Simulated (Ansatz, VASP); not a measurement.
## TaN: VASP beside Ansatz

File INCAR:

```
PREC     = Accurate       # precision mode
ENCUT    = 520            # plane-wave cutoff, eV
EDIFF    = 1E-7           # SCF threshold, eV
ISMEAR   = 0              # smearing method
SIGMA    = 0.15           # smearing width, eV
LREAL    = F              # projectors in reciprocal space
LASPH    = T              # aspherical terms in the spheres
NELM     = 80             # most SCF steps
ALGO     = Normal         # electronic algorithm
ISIF     = 2              # what is computed and relaxed
LWAVE    = F              # write WAVECAR
LCHARG   = F              # write CHGCAR
GGA      = PE             # functional
NBANDS   = 15             # bands
```

KPOINTS

```
regular mesh
0
Gamma
  18 18 18
```

POSCAR

```
TaN
1.0
    0.0000000000      2.0700500000      2.1790000000
    2.0700500000      0.0000000000      2.1790000000
    2.0700500000      2.0700500000      0.0000000000
Ta N
1 1
Direct
    0.5000000000      0.5000000000      0.5000000000
    0.0000000000      0.0000000000      0.0000000000
```

Input for Ansatz:

```yaml
crystal:
  lattice:
    - [0.0, 2.07005, 2.179]
    - [2.07005, 0.0, 2.179]
    - [2.07005, 2.07005, 0.0]
  atoms:
    - { symbol: Ta, position: [0.5, 0.5, 0.5] }
    - { symbol: "N", position: [0.0, 0.0, 0.0] }
basis:
  ecutwfc: 420
kpoints:
  mp_grid: { grid: [18, 18, 18] }
hamiltonian:
  xc: pbe
scf:
  occupations: { method: gaussian, width: 0.15 }
output:
  forces: true
  stress: true
  eigenvalues: true
  write_density: true
  write_potential: true
  elf: true
  volumetric_format: npy
```

Change from the starting cell: strain -0.050 along x and y, +0.000 along z, atoms carried along.

Alike in both runs: task single point; functional PBE; k mesh 18 × 18 × 18; occupations gaussian, width 0.15 eV; no spin polarisation.

|  | VASP | Ansatz |
| --- | --- | --- |
| version | VASP 6.6.1 | Ansatz 0.2.0 |
| potentials or method | VASP PAW PBE potentials, release 64 (Ta_pv, N) | scalar-relativistic, plane waves, PAW |
| plane-wave cutoff (eV) | 520 | 420 |
| valence electrons in the cell | 16 | 18 |

|  | VASP | Ansatz | Ansatz less VASP |
| --- | --- | --- | --- |
| gap on the k mesh at the Fermi level (eV) | none | none | - |
| pressure (GPa) | 69.4 | 67.7 | -1.74 |
| largest component of the traceless stress (GPa) | 33.69 | 33.38 | -0.315 |

A gap of «none» marks a metal or a gap that the smearing closes. With one functional, cell and mesh, what is left measures potentials, basis and numerics. The two sets of potentials don't hold the same shells in valence.

Caveats: the cell as given lies far from equilibrium; so large a pressure means that the cell lies far from this level's equilibrium, or that cutoff or potentials fall short (VASP). Spin-orbit coupling is left out, which matters for the levels of Ta.
